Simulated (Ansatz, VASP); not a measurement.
Mo: VASP beside Ansatz

```
CELL_PARAMETERS angstrom
-1.55930 1.55930 1.55930
1.55930 -1.55930 1.55930
1.55930 1.55930 -1.55930
ATOMIC_POSITIONS crystal
Mo 0.00000 0.00000 0.00000
```

Alike in both runs: task single point; functional PBE; k mesh 13 × 13 × 13; no spin polarisation.

|  | VASP | Ansatz |
| --- | --- | --- |
| version | VASP 6.6.1 | Ansatz 0.2.0 |
| potentials or method | VASP PAW PBE potentials, release 64 (Mo_sv) | plane waves, PAW |
| plane-wave cutoff (eV) | 520 | 500 |
| occupations | methfessel-paxton of order 1, width 0.15 eV | cold, width 0.15 eV |
| valence electrons in the cell | 14 | 14 |

Ansatz gave:

| Quantity | Value |
| --- | --- |
| pressure (GPa) | 11.0 |

Problem. Which values does VASP return?

Solution. Pressure (GPa): 11.5.
